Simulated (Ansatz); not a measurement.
Ru (simple hexagonal type), DFT, PBE, all-electron PAW with datasets made for the crystal, scalar-relativistic (Ansatz 0.2.0), on 1 thread of Intel(R) Xeon(R) 6975P-C (Granite Rapids) (shared host).

Command: `ansatz run input.yaml --threads 1 --pin off --max-ram 2048MiB --backend cpu --events-out ev --progress --plain --runs-dir out`

```yaml
crystal:
  lattice:
    - [2.516104606, 0.0, 0.0]
    - [-1.258052303, 2.1790105073, 0.0]
    - [0.0, 0.0, 2.3318396014]
  atoms:
    - { symbol: Ru, position: [0.0, 0.0, 0.0] }
kpoints:
  mp_grid: { grid: [17, 17, 15] }
scf:
  occupations: { method: fermi_dirac, width: 0.05 }
hamiltonian:
  xc: pbe
  pseudopotentials: { kind: all_electron, datasets: crystal }
output:
  forces: true
  stress: true
  eigenvalues: true
```

Question: How large is the problem that the program sets up?

Answer: 264 irreducible k-points, 229 plane waves at Γ, 12 bands.

Question: About how long does it take?

Answer: 7.4 s of wall time for 8 SCF iterations. Times on shared machines scatter by tens of per cent.
